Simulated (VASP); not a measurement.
Set up this calculation in VASP 6.6.1, as the native input.

* Task: single point
* Functional: PBE
* Potentials or basis: VASP PAW PBE potentials, release 64 (Ni)
* Cutoff: 520 eV
* k mesh: 13 × 13 × 13
* Occupations: gaussian, width 0.027 eV
* Spin: collinear spin, ferromagnetic start
* Starting moments: [1.0] μB
* Further INCAR settings: ALGO = Normal; EDIFF = 1e-06

The structure of Ni lies in POSCAR:

```
Ni
1.0
    0.0000000000      1.7375729330      1.7375729330
    1.7375729330      0.0000000000      1.7375729330
    1.7375729330      1.7375729330      0.0000000000
Ni
1
Direct
    0.0000000000      0.0000000000      0.0000000000
```

These files were run (other wordings do the same):

INCAR

```
PREC     = Accurate       # precision mode
ENCUT    = 520            # plane-wave cutoff, eV
EDIFF    = 1E-6           # SCF threshold, eV
ISMEAR   = 0              # smearing method
SIGMA    = 0.027000000000000003 # smearing width, eV
LREAL    = False          # projectors in reciprocal space
LASPH    = True           # aspherical terms in the spheres
NELM     = 100            # most SCF steps
ALGO     = Normal         # electronic algorithm
ISIF     = 2              # what is computed and relaxed
LWAVE    = False          # write WAVECAR
LCHARG   = False          # write CHGCAR
ISPIN    = 2              # spin polarisation
MAGMOM   = 1              # initial moments
LORBIT   = 11             # projections on sites
LMAXMIX  = 4              # l up to which the mixer works
GGA      = PE             # functional
```

KPOINTS

```
Automatic mesh
0
Gamma
  13 13 13
```

Potentials or basis: VASP PAW PBE potentials, release 64 (Ni).

Command:

```console
$ cat potpaw_PBE.64/Ni/POTCAR > POTCAR
$ mpirun -np 1 vasp_std > vasp.out
```

Results of the run:

- Pressure: 7.7 GPa
- Band gap on the k mesh: none (metal or under the smearing width)
- Net moment: 0.62 μB per cell
- Site moments: Ni +0.63 μB
- Valence electrons inside the program's atomic spheres: Ni 9.38

Run time: 11 s on 1 thread of Intel(R) Xeon(R) Platinum 8488C (Sapphire Rapids) (shared host), peak memory 0.13 GiB.
